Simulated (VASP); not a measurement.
A run of VASP 6.6.1 is set up as follows.

The input POSCAR:

```
MoS2
1.0
    3.1690000000      0.0000000000      0.0000000000
   -1.5845000000      2.7444345046      0.0000000000
    0.0000000000      0.0000000000     12.3240000000
Mo S
2 4
Direct
    0.6666666667      0.3333333333      0.7500000000
    0.3333333333      0.6666666667      0.2500000000
    0.6666666667      0.3333333333      0.3770000000
    0.3333333333      0.6666666667      0.8770000000
    0.6666666667      0.3333333333      0.1230000000
    0.3333333333      0.6666666667      0.6230000000
```

File INCAR.step1:

```
PREC     = Accurate       # precision mode
ENCUT    = 520            # plane-wave cutoff, eV
EDIFF    = 1E-6           # SCF threshold, eV
ISMEAR   = -1             # smearing method
SIGMA    = 0.05           # smearing width, eV
LREAL    = F              # projectors in reciprocal space
LASPH    = T              # aspherical terms in the spheres
NELM     = 100            # most SCF steps
ALGO     = Normal         # electronic algorithm
ISIF     = 2              # what is computed and relaxed
LWAVE    = F              # write WAVECAR
LCHARG   = T              # write CHGCAR
LMAXMIX  = 4              # l up to which the mixer works
```

Contents of KPOINTS.step1:

```
Automatic mesh
0
Gamma
  10 10 3
```

INCAR.step2

```
PREC     = Accurate       # precision mode
ENCUT    = 520            # plane-wave cutoff, eV
EDIFF    = 1E-6           # SCF threshold, eV
ISMEAR   = 0              # smearing method
SIGMA    = 0.05           # smearing width, eV
LREAL    = F              # projectors in reciprocal space
LASPH    = T              # aspherical terms in the spheres
NELM     = 100            # most SCF steps
ALGO     = Normal         # electronic algorithm
ISIF     = 2              # what is computed and relaxed
LWAVE    = F              # write WAVECAR
LCHARG   = F              # write CHGCAR
LMAXMIX  = 4              # l up to which the mixer works
ICHARG   = 11             # starting density
```

Contents of KPOINTS.step2:

```
path GMKGALHA,LM,KH
20
line-mode
reciprocal
 0.0000000000  0.0000000000  0.0000000000  G
 0.5000000000  0.0000000000  0.0000000000  M

 0.5000000000  0.0000000000  0.0000000000  M
 0.3333333333  0.3333333333  0.0000000000  K

 0.3333333333  0.3333333333  0.0000000000  K
 0.0000000000  0.0000000000  0.0000000000  G

 0.0000000000  0.0000000000  0.0000000000  G
 0.0000000000  0.0000000000  0.5000000000  A

 0.0000000000  0.0000000000  0.5000000000  A
 0.5000000000  0.0000000000  0.5000000000  L

 0.5000000000  0.0000000000  0.5000000000  L
 0.3333333333  0.3333333333  0.5000000000  H

 0.3333333333  0.3333333333  0.5000000000  H
 0.0000000000  0.0000000000  0.5000000000  A

 0.5000000000  0.0000000000  0.5000000000  L
 0.5000000000  0.0000000000  0.0000000000  M

 0.3333333333  0.3333333333  0.0000000000  K
 0.3333333333  0.3333333333  0.5000000000  H
```

Potentials or basis: VASP PAW LDA potentials, release 64 (Mo_sv, S).

Run with:

```sh
$ cat potpaw_LDA.64/Mo_sv/POTCAR potpaw_LDA.64/S/POTCAR > POTCAR
$ cp INCAR.step1 INCAR
$ cp KPOINTS.step1 KPOINTS
$ mpirun -np 1 vasp_std > vasp.out
$ cp INCAR.step2 INCAR
$ cp KPOINTS.step2 KPOINTS
$ mpirun -np 1 vasp_std > vasp.out
```

Task: Estimate the band gap on the k mesh.

Result: 0.86 eV, indirect (least direct gap 1.87 eV).

Task: Predict the band gap along the path.

Result: 0.81 eV, indirect (least direct gap 1.66 eV).

Levels at the corners of the path, in eV from the valence-band top:
```tsv
point	band 23	band 24	band 25	band 26	band 27	band 28	band 29	band 30
Γ	-2.13	-1.20	-1.16	0.00	2.09	2.10	2.11	2.12
M	-1.71	-1.51	-1.41	-1.29	1.58	1.63	1.96	2.24
M	-1.71	-1.51	-1.41	-1.29	1.58	1.63	1.96	2.24
K	-2.68	-2.68	-0.80	-0.63	1.03	1.03	1.75	2.81
K	-2.68	-2.68	-0.80	-0.63	1.03	1.03	1.75	2.81
Γ	-2.13	-1.20	-1.16	0.00	2.09	2.09	2.11	2.12
Γ	-2.13	-1.20	-1.16	0.00	2.09	2.09	2.11	2.12
A	-2.16	-2.16	-0.27	-0.27	2.09	2.09	2.10	2.10
A	-2.16	-2.16	-0.27	-0.27	2.09	2.09	2.09	2.11
L	-1.61	-1.61	-1.34	-1.34	1.60	1.60	2.12	2.12
L	-1.61	-1.61	-1.34	-1.34	1.60	1.60	2.12	2.12
H	-2.86	-2.86	-0.72	-0.72	1.03	1.03	2.23	2.23
H	-2.86	-2.86	-0.72	-0.72	1.03	1.03	2.23	2.23
A	-2.16	-2.16	-0.27	-0.27	2.09	2.09	2.09	2.10
L	-1.61	-1.61	-1.34	-1.34	1.60	1.60	2.12	2.12
M	-1.71	-1.51	-1.41	-1.29	1.58	1.63	1.96	2.24
K	-2.68	-2.68	-0.80	-0.63	1.03	1.03	1.75	2.81
H	-2.86	-2.86	-0.72	-0.72	1.03	1.03	2.23	2.23
```

Caveat: the log is that of the step along the path at fixed density, whose energy, stress, charges and moments have no meaning.

**The experiment to reproduce.**

From “Multiwavelength excitation Raman Scattering Analysis of bulk and 2 dimensional MoS2: Vibrational properties of atomically thin MoS2 layers”, 2015, arxiv:1506.03228, for a bulk crystal of MoS2 at 300 K: band gap 1.3 eV (indirect).

A measured gap of MoS2 is 1.3 eV (indirect; 300 K; “Multiwavelength excitation Raman Scattering Analysis of bulk and 2 dimensional MoS2: Vibrational properties of atomically thin MoS2 layers”, 2015, arxiv:1506.03228); the calculated 0.81 eV misses it by -0.49 eV. Spin-orbit coupling on Mo is left out. The value is that of LDA, without temperature or zero-point motion. Semilocal functionals fall short of measured gaps as a rule.
